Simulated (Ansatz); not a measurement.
**MoP: strain energy, fitted**

MoP, P-6m2, a = 3.241 Å, c = 3.195 Å. The structure is a COD entry; whether it is the stable form wasn't checked. Ansatz: PBE, PAW, 420 eV, Γ-centred 18×18×16 mesh on 2 atoms, Gaussian smearing 0.10 eV; no spin polarisation. Series: strain along c alone, the other axes held, atoms fixed by symmetry; x is the strain in per cent. y is the free energy over the unstrained cell, V0 = 14.534 Å³/atom.

```tsv
x (%)	y (meV/atom)
-6.0	88.21
-4.0	37.79
-2.0	?
0.0	0.00
2.0	8.30
4.0	32.22
6.0	69.88
```

Q: Fit y = c2 x² + c3 x³ to the other rows, turn c2 into a modulus, and predict the missing energy.

A: Least squares on the rows shown. y = 2.1942 x² − 0.042529 x³. In eV per unit strain² c2 is 21.94; this is C33 with relaxed ions (E = ½ C33 V0 ε²): 2 × 21.94 × 160.2 / (14.534) = 484 GPa. At x = -2.0 the fit asked for gives 9.12 meV/atom. The run gave 9.11 meV/atom, so the fit is 0.01 meV/atom too high, within the rms miss on the fitted rows (0.10 meV/atom).